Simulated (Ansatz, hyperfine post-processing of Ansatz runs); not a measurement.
# Reading the 7Li spectrum of Na3Li3Fe2P2C2O14

Calculated values: DFT, PBEsol+U, plane-wave PAW, default files (PAW set soft_2), collinear spin, scalar-relativistic (Ansatz), contact and point-dipole shifts scaled to 320 K with Θ = 0 K (a pure Curie law); spin-only moments, above the ordering temperature.

```xyz
26
Lattice="5.0574 0.0000 0.0000 0.0705 6.7853 0.0000 0.4277 0.1242 8.6578" Properties=species:S:1:pos:R:3 pbc="T T T"
Fe    4.2088    5.2168    3.0215
Fe    1.4219    1.7548    5.5807
P     3.8859    1.7462    3.5216
P     1.7501    5.1821    5.0781
Na    1.5025    3.4136    2.1945
Na    4.0712    3.5150    6.4476
Na    4.1072    6.8308    6.4218
O     1.9626    1.5316    0.7940
O     4.8757    5.0901    0.5499
O     2.8628    5.2861    1.4955
O     4.4491    0.5767    2.6601
O     4.1571    3.0231    2.6873
O     2.3472    1.5520    3.7180
O     1.0809    5.2448    3.6794
O     4.5425    1.7941    4.9240
O     3.2896    5.1912    4.8712
O     1.3373    3.9221    5.8874
O     1.3390    6.3831    5.9809
O     2.6317    1.7596    7.2339
O     0.5806    1.7410    8.1039
O     3.4460    5.1835    7.9391
C     3.5975    5.1432    0.4254
C     1.8521    1.7153    8.2824
Li    3.9740    1.5551    0.9275
Li    1.4337    0.2116    2.4030
Li    1.5157    5.2594    7.7223
```

7Li MAS at 9.4 T (155.6 MHz), 40 kHz, 320 K; contact and dipolar shift alone, no orbital or quadrupolar part; lines under 1.5 % of the strongest are left out. NMR lines, with heights relative to the strongest:

| position (ppm) | intensity |
| --- | --- |
| -622.4 | 1.7 |
| -603.2 | 1.7 |
| -487.7 | 7.7 |
| -365.3 | 10 |
| -346.0 | 11 |
| -230.6 | 51 |
| -108.1 | 37 |
| -88.9 | 35 |
| 26.6 | 88 |
| 149.0 | 98 |
| 168.3 | 100 |
| 283.7 | 32 |
| 406.2 | 41 |
| 425.4 | 42 |
| 540.8 | 15 |
| 663.3 | 8.7 |
| 682.6 | 7.9 |
| 798.0 | 2.5 |

**Question.** Which lines are isotropic ones rather than spinning sidebands, and which Li atoms give them?

Sidebands are spaced by 257 ppm (the spinning rate over the resonance of 155.6 MHz). An isotropic line need not be the tallest: it is the area-weighted centre of its own family of sidebands, and the one that stays put when the rate is changed. Isotropic shifts: 149 ppm for atom 24 (3 Fe through links of 125° (1), 138° (1) and 159° (1)), reduced anisotropy -503 ppm; 27 ppm for atom 25 (3 Fe through links of 89 to 97° (3) and 115° (1)), reduced anisotropy 578 ppm; 168 ppm for atom 26 (3 Fe through links of 133° (2) and 154° (1)), reduced anisotropy -504 ppm. The families' total areas stand as 1:1:1; where areas are equal the match rests on the calculation.

[Logs are printed without paths, hosts, clocks, repeated set-up lines and the standing remarks that a program may print on its own settings, such as how far it seeks lower states.]

[Hosts, paths, dates, database ids (printed as entryN), source tags and the programs' standing remarks are cut or masked in the printed files.]
